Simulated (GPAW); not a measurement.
**Moving the volume of the cell in SrO**

Symmetry: Fm-3m, No. 225, cubic system. Conventional cell: a = 5.133 Å, b = 5.133 Å, c = 5.133 Å, α = 90.00°, β = 90.00°, γ = 90.00°. Sr (site symmetry m-3m) has 6 O at 2.57 Å as nearest neighbours. O (site symmetry m-3m) is surrounded by 6 Sr at 2.57 Å.

Kept alike: task dielectric tensor; functional PBE; k mesh 7 × 7 × 7; occupations fermi-dirac, width 0.001 eV; no spin polarisation. Program: GPAW, GPAW PAW data sets (gpaw-data 1.2.1), cutoff 650 eV. The mesh is that of the run's cell of 2 atoms. No spin-orbit coupling.

```tsv
volume of cell, f (times the cell shown)	free energy over the lowest row (meV/atom)
0.94	54.65
0.96	34.41
0.98	19.15
1	8.75
1.02	?
1.04	0.00
1.06	1.17
```

The cell shown is the unstrained one; x, y and z are its Cartesian axes; atoms keep their fractions.

Q: Fit the rows shown and predict the run at 1.02 times the cell shown.

A: A least-squares parabola through the rows shown is free energy = 5387.83 f² - 11215.9 f + 5836.6 (largest miss 0.466); at f = 1.02 it gives 1.87 meV/atom. The run gave: free energy over the lowest row 2.38 meV/atom.

The free energy falls steadily from the most compressed cell to 1.04 and rises slightly at 1.06, so the PBE equilibrium volume lies close to 1.04, and the cell shown is under compression for this functional. That fits the usual tendency of PBE to underbind ionic oxides and overestimate their lattice constants.

The curve is steeper on the compressed side because the overlap repulsion between the closed shells of Sr and O grows rapidly as the ions approach, whereas the opposing Madelung attraction changes more gently. The curvature therefore drops as the cell expands, which a parabola cannot reproduce. This probably explains why the fit gives 1.87 meV/atom at 1.02 where the run gives 2.38, a miss comparable to the fit's largest residual. The location of the minimum is little affected, but a bulk modulus taken from this parabola would probably be too high, since most of the fitted rows lie on the stiffer, compressed side. An equation of state with a pressure-dependent stiffness would suit these data better.
